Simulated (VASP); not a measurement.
**KBr in VASP: one cell, several levels of theory**

What does VASP give for KBr (rocksalt), under -0.6 % strain along [111] alone, the cell held fixed? Runs: PBE, r2SCAN.

Code: VASP 6.6.1. PAW datasets, plane waves. Computed at 0 K without zero-point motion; spin polarisation is off.

## Step 1: The structure to begin with

The cell comes from an earlier relaxation with r2SCAN in another program, then strained, with the atoms relaxed again.

It is trigonal, R-3m (No. 166); conventional cell a = 4.670 Å, c = 11.366 Å, 35.78 Å³ an atom. Near K stand 6 Br at 3.30 Å; near Br stand 6 K at 3.30 Å.

Structure file:

```xyz
2
Lattice="-0.0141 3.2882 3.2882 3.2882 -0.0141 3.2882 3.2882 3.2882 -0.0141" Properties=species:S:1:pos:R:3 pbc="T T T"
K     0.0000    0.0000    0.0000
Br    3.2811    3.2811    3.2811
```

## Step 2: PBE at this geometry

File INCAR:

```
ENCUT = 520.000000
SIGMA = 0.020000
EDIFF = 1.00e-07
GGA = PE
PREC = Accurate
IBRION = -1
ISIF = 2
ISMEAR = -1
NBANDS = 15
NELM = 120
NSW = 0
LASPH = .TRUE.
LCHARG = .TRUE.
LELF = .TRUE.
LWAVE = .FALSE.
LREAL = .FALSE.
```

File KPOINTS:

```
KPOINTS created by Atomic Simulation Environment
0
Gamma
6 6 6
0 0 0
```

File KPOINTS_OPT:

```
special points
6
Reciprocal
0.0000000000 0.0000000000 0.0000000000 1
0.5000000000 0.0000000000 0.5000000000 1
0.6250000000 0.2500000000 0.6250000000 1
0.3750000000 0.3750000000 0.7500000000 1
0.5000000000 0.5000000000 0.5000000000 1
0.5000000000 0.2500000000 0.7500000000 1
```

File POSCAR:

```
K  Br
 1.0000000000000000
    -0.0140895907000000    3.2881582294000000    3.2881582294000000
     3.2881582294000000   -0.0140895907000000    3.2881582294000000
     3.2881582294000000    3.2881582294000000   -0.0140895907000000
 K   Br
   1   1
Cartesian
  0.0000000000000000  0.0000000000000000  0.0000000000000000
  3.2811134340499994  3.2811134340499994  3.2811134340499990
```

Potentials: the recommended PBE PAW datasets, 16 valence electrons in the neutral cell.

Started as:

```console
$ mpirun -np 1 vasp_std
```

Printed to the terminal (iteration lines stand in OSZICAR):

```text
POSCAR found type information on POSCAR K Br
 POSCAR found :  2 types and       2 ions
 LDA part: xc-table for (Slater+PW92), standard interpolation
 POSCAR, INCAR and KPOINTS ok, starting setup
 FFT: planning ... GRIDC
 FFT: planning ... GRID_SOFT
 FFT: planning ... GRID
 WAVECAR not read
 entering main loop
 Start KPOINTS_OPT (optional k-point list driver)
k-point batch [1-6\6]
```

OSZICAR:

```text
N       E                     dE             d eps       ncg     rms          rms(c)
DAV:   1     0.100045881079E+03    0.10005E+03   -0.69310E+03   960   0.937E+02
DAV:   2     0.778318180787E-01   -0.99968E+02   -0.92374E+02  1255   0.229E+02
DAV:   3    -0.613186898333E+01   -0.62097E+01   -0.61766E+01  1289   0.505E+01
DAV:   4    -0.638299941818E+01   -0.25113E+00   -0.25107E+00  1415   0.884E+00
DAV:   5    -0.638516870262E+01   -0.21693E-02   -0.21693E-02  1338   0.927E-01    0.313E+00
DAV:   6    -0.621445648222E+01    0.17071E+00   -0.21597E-01  1198   0.224E+00    0.229E+00
DAV:   7    -0.620345671076E+01    0.11000E-01   -0.10734E-01  1331   0.176E+00    0.103E+00
DAV:   8    -0.621232700474E+01   -0.88703E-02   -0.11824E-02  1068   0.791E-01    0.112E-01
DAV:   9    -0.621314279809E+01   -0.81579E-03   -0.85891E-04  1282   0.180E-01    0.783E-02
DAV:  10    -0.621341601570E+01   -0.27322E-03   -0.27384E-04  1030   0.955E-02    0.116E-02
DAV:  11    -0.621343413744E+01   -0.18122E-04   -0.27609E-05  1273   0.302E-02    0.592E-03
DAV:  12    -0.621343604463E+01   -0.19072E-05   -0.40547E-06  1016   0.131E-02    0.141E-03
DAV:  13    -0.621343612057E+01   -0.75936E-07   -0.13404E-07  1305   0.202E-03
   1 F= -.62134361E+01 E0= -.62134361E+01  d E =-.275341E-10
       N       E                     dE             ncg
DAV:   1     0.212617150473E+03   -0.30904E+04      180
DAV:   2    -0.370918298952E+03   -0.58354E+03      243
DAV:   3    -0.404778706204E+03   -0.33860E+02      243
DAV:   4    -0.406168274254E+03   -0.13896E+01      277
DAV:   5    -0.406179292324E+03   -0.11018E-01      243
DAV:   6    -0.406179575308E+03   -0.28298E-03      284
DAV:   7    -0.406179576714E+03   -0.14061E-05      236
DAV:   8    -0.406179576735E+03   -0.21056E-07      190
```

The lines after F= are the extra pass for the points of KPOINTS_OPT, at fixed density; their E is not a total energy.

OUTCAR, selected sections:

```text
k-points           NKPTS =     32   k-points in BZ     NKDIM =     32   number of bands    NBANDS=     15

   NELECT =      16.0000    total number of electrons

   dimension x,y,z NGX =    36 NGY =   36 NGZ =   36
   dimension x,y,z NGXF=    72 NGYF=   72 NGZF=   72

  energy-cutoff  :      520.00
  volume of cell :       71.56
      direct lattice vectors                 reciprocal lattice vectors
    -0.014089591  3.288158229  3.288158229    -0.151086923  0.151737109  0.151737109
     3.288158229 -0.014089591  3.288158229     0.151737109 -0.151086923  0.151737109
     3.288158229  3.288158229 -0.014089591     0.151737109  0.151737109 -0.151086923

 k-points in reciprocal lattice and weights: KPOINTS created by Atomic Simulation Env
   0.00000000  0.00000000  0.00000000       0.005
   0.16666667  0.00000000  0.00000000       0.028
   0.33333333  0.00000000  0.00000000       0.028
   0.50000000  0.00000000  0.00000000       0.014
   0.16666667  0.16666667  0.00000000       0.028
   0.33333333  0.16666667 -0.00000000       0.056
   0.50000000  0.16666667  0.00000000       0.056
  -0.33333333  0.16666667 -0.00000000       0.056
[... 24 more k-points ...]

 E-fermi :  -1.3222

 k-point     1 :       0.0000    0.0000    0.0000
  band No.  band energies     occupation
      1     -29.4951      2.00000
      2     -14.0207      2.00000
      3     -12.9731      2.00000
      4     -12.9725      2.00000
      5     -12.9725      2.00000
      6      -1.7278      2.00000
      7      -1.7278      2.00000
      8      -1.7137      2.00000
      9       2.7224      0.00000
     10       5.8649      0.00000
     11       5.8649      0.00000
     12       5.9160      0.00000
     13       6.7080      0.00000
     14       6.7080      0.00000
     15       9.8906      0.00000

 k-point     2 :       0.1667    0.0000    0.0000
  band No.  band energies     occupation
      1     -29.4936      2.00000
      2     -14.0726      2.00000
      3     -12.9746      2.00000
      4     -12.9738      2.00000
      5     -12.9030      2.00000
      6      -2.0938      2.00000
      7      -1.8167      2.00000
      8      -1.8042      2.00000
      9       3.3801      0.00000
     10       5.7365      0.00000
     11       6.1901      0.00000
     12       6.2351      0.00000
     13       7.0663      0.00000
     14       7.0706      0.00000
     15      10.7713      0.00000

 k-point     3 :       0.3333    0.0000    0.0000
  band No.  band energies     occupation
      1     -29.4908      2.00000
      2     -14.1614      2.00000
      3     -12.9775      2.00000
      4     -12.9764      2.00000
      5     -12.7778      2.00000
      6      -2.6697      2.00000
      7      -1.9835      2.00000
      8      -1.9712      2.00000
      9       4.4881      0.00000
     10       6.0004      0.00000
     11       7.0599      0.00000
     12       7.1042      0.00000
     13       7.9686      0.00000
     14       7.9848      0.00000
     15       9.7942      0.00000

 k-point     4 :       0.5000    0.0000    0.0000
  band No.  band energies     occupation
      1     -29.4894      2.00000
      2     -14.2005      2.00000
      3     -12.9790      2.00000
      4     -12.9776      2.00000
      5     -12.7201      2.00000
      6      -2.9111      2.00000
      7      -2.0621      2.00000
      8      -2.0499      2.00000
      9       4.8774      0.00000
     10       6.5212      0.00000
     11       8.0262      0.00000
     12       8.0691      0.00000
     13       8.3510      0.00000
     14       8.3966      0.00000
     15       9.2354      0.00000

 k-point     5 :       0.1667    0.1667    0.0000
  band No.  band energies     occupation
      1     -29.4932      2.00000
      2     -14.0670      2.00000
      3     -12.9819      2.00000
      4     -12.9816      2.00000
      5     -12.8973      2.00000
      6      -2.1804      2.00000
      7      -1.8156      2.00000
      8      -1.8050      2.00000
      9       3.5219      0.00000
     10       5.2552      0.00000
     11       6.5510      0.00000
     12       6.5831      0.00000
     13       6.9083      0.00000
     14       7.3989      0.00000
     15      11.0670      0.00000

 k-point     6 :       0.3333    0.1667   -0.0000
  band No.  band energies     occupation
      1     -29.4908      2.00000
      2     -14.1042      2.00000
      3     -12.9880      2.00000
      4     -12.9857      2.00000
      5     -12.8428      2.00000
      6      -2.5264      2.00000
      7      -1.9832      2.00000
      8      -1.9246      2.00000
      9       4.4663      0.00000
     10       5.1574      0.00000
     11       7.2554      0.00000
     12       7.3103      0.00000
     13       7.5553      0.00000
     14       7.9665      0.00000
     15       9.7634      0.00000

 k-point     7 :       0.5000    0.1667    0.0000
  band No.  band energies     occupation
      1     -29.4889      2.00000
      2     -14.1425      2.00000
      3     -12.9955      2.00000
      4     -12.9863      2.00000
      5     -12.7853      2.00000
      6      -2.7556      2.00000
      7      -2.1422      2.00000
      8      -2.0407      2.00000
      9       5.0580      0.00000
     10       6.0863      0.00000
     11       7.5607      0.00000
     12       7.8528      0.00000
     13       8.1650      0.00000
     14       8.3611      0.00000
     15       9.2970      0.00000

 k-point     8 :      -0.3333    0.1667   -0.0000
  band No.  band energies     occupation
      1     -29.4894      2.00000
      2     -14.1468      2.00000
      3     -13.0023      2.00000
      4     -12.9788      2.00000
      5     -12.7775      2.00000
      6      -2.7188      2.00000
      7      -2.1049      2.00000
      8      -2.0437      2.00000
      9       5.0473      0.00000
     10       6.0124      0.00000
     11       7.3245      0.00000
     12       7.3588      0.00000
     13       7.9128      0.00000
     14       8.9370      0.00000
     15       9.3046      0.00000

[... the tables of k-points 9 to 32 left out ...]

  Total        0.3705966      0.3705966      0.3705966      0.0092596      0.0092596      0.0092596
  in kB        8.2973886      8.2973886      8.2973886      0.2073151      0.2073151      0.2073151
  external PRESSURE =       8.2973886 kB  Pullay stress =       0.0000000 kB

 POSITION                                       TOTAL-FORCE (eV/Angst)
 -----------------------------------------------------------------------------------
      0.00000      0.00000      0.00000        -0.000000      0.000000     -0.000000
      3.28111      3.28111      3.28111         0.000000     -0.000000      0.000000
 -----------------------------------------------------------------------------------
    total drift:                                0.000000      0.000000      0.000000

  FREE ENERGIE OF THE ION-ELECTRON SYSTEM (eV)
  ---------------------------------------------------
  free  energy   TOTEN  =        -6.2134361206 eV

  energy  without entropy=       -6.2134361205  energy(sigma->0) =       -6.21343612
```

Run time: 15 s. Hardware: 1 MPI rank of Intel Xeon 6975P-C, shared host; peak memory 0.22 GiB.

The levels at the points of KPOINTS_OPT are read from vasprun.xml.

Near the gap, in eV above the top of the last filled band v; c is the band after it:

| point | v−1 | v | c | c+1 |
| --- | --- | --- | --- | --- |
| Γ | -0.01 | 0.00 | 4.44 | 7.58 |
| X | -0.30 | -0.29 | 5.85 | 7.21 |
| U | -0.65 | -0.35 | 6.58 | 8.17 |
| K | -0.65 | -0.35 | 6.58 | 8.17 |
| L | -0.36 | -0.36 | 6.59 | 8.26 |
| W | -0.60 | -0.55 | 7.38 | 7.38 |

The PBE gap is 4.44 eV, direct at Γ. The pressure is 0.83 GPa; the forces vanish within 0.01 eV/Å.

Axes a, b and c in the maps are those of this run's conventional cell (a, b, c = 4.670, 4.670, 11.366 Å).

Density in a lattice plane of the grid's cell (edges 4.67 and 11.37 Å, at 0.000 of the third edge), which holds K and Br.

Values in e/Å³, 12 rows by 6 columns:
```
 0.60  0.14  0.05  0.07  0.05  0.14
 0.01  0.02  0.10  0.19  0.10  0.02
 0.01  0.01  0.05  0.09  0.05  0.01
 0.03  0.02  0.03  0.07  0.03  0.02
 0.71  0.30  0.05  0.02  0.05  0.30
-0.71  1.06  0.10  0.02  0.10  1.06
 0.71  0.30  0.05  0.02  0.05  0.30
 0.03  0.02  0.03  0.07  0.03  0.02
 0.01  0.01  0.05  0.09  0.05  0.01
 0.01  0.02  0.10  0.19  0.10  0.02
 0.60  0.14  0.05  0.07  0.05  0.14
 4.62  1.28  0.03  0.02  0.03  1.28
```
Columns run along the first of these edges and rows up along the second, over one cell in 6 and 12 even steps from the bottom left corner. Atoms in the plane (fractional): K at (0.00, 0.00), Br at (0.00, 0.50).

ELF in the same plane.

Values, 12 rows by 6 columns:
```
0.77 0.26 0.11 0.55 0.11 0.26
0.01 0.05 0.62 0.76 0.62 0.05
0.00 0.02 0.12 0.14 0.12 0.02
0.29 0.07 0.02 0.10 0.02 0.07
0.87 0.81 0.11 0.01 0.11 0.81
0.34 0.88 0.62 0.02 0.62 0.88
0.87 0.81 0.11 0.01 0.11 0.81
0.29 0.07 0.02 0.10 0.02 0.07
0.00 0.02 0.12 0.14 0.12 0.02
0.01 0.05 0.62 0.76 0.62 0.05
0.77 0.26 0.11 0.55 0.11 0.26
0.28 0.84 0.02 0.02 0.02 0.84
```
Columns run along the first of these edges and rows up along the second, over one cell in 6 and 12 even steps from the bottom left corner. Atoms in the plane (fractional): K at (0.00, 0.00), Br at (0.00, 0.50).

Both are smooth fields of the valence electrons: close to the nuclei they are not physical.

The highest ELF values outside the cores: 0.88 in the shell around Br, 0.8 Å from Br.

(Part 1 of 2 ends here.)
